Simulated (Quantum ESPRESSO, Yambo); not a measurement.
An input for Quantum ESPRESSO 7.5 (As (buckled honeycomb monolayer)):

```
&control
  calculation = 'nscf'
  prefix = 'x'
  outdir = 'o'
  pseudo_dir = 'pseudo'
/
&system
  ibrav = 0
  nat = 2
  ntyp = 1
  ecutwfc = 100.0
  nbnd = 82
  force_symmorphic = .true.
  noncolin = .true.
  lspinorb = .true.
/
&electrons
  conv_thr = 1e-9
  electron_maxstep = 80
  diago_full_acc = .true.
  diago_thr_init = 5e-6
/
ATOMIC_SPECIES
  As 74.922 As.upf
CELL_PARAMETERS angstrom
  3.6112698141 -0.0000000000 0.0000000000
  -1.8056349070 3.1274513989 0.0000000000
  0.0000000000 0.0000000000 14.0000000000
ATOMIC_POSITIONS crystal
  As 0.3333333333 0.6666666667 0.4503483115
  As 0.6666666667 0.3333333333 0.5496516885
K_POINTS automatic
  12 12 1 0 0 0
```

```sh
OMP_NUM_THREADS=1 mpirun -n 8 pw.x -nk 4 -in pw.in > pw.out
```

**Question.** Estimate wall time and host memory on 8 MPI ranks of Arm Neoverse V2, shared host.

It took 51 s; on shared hardware allow 26 s to 1.7 min. Peak host memory was 1.6 GiB.

[Paths, hosts, dates, memory and timing lines, banners, echoed tables and standing remarks are left out of the program output.]

[Logs are printed without paths, hosts, clocks, repeated set-up lines and the standing remarks that a program may print on its own settings, such as how far it seeks lower states.]

[Runs of the session that timed out or met a known fault of the program may be left out.]

[Hosts, paths, dates, database ids (printed as entryN), source tags and the programs' standing remarks are cut or masked in the printed files.]
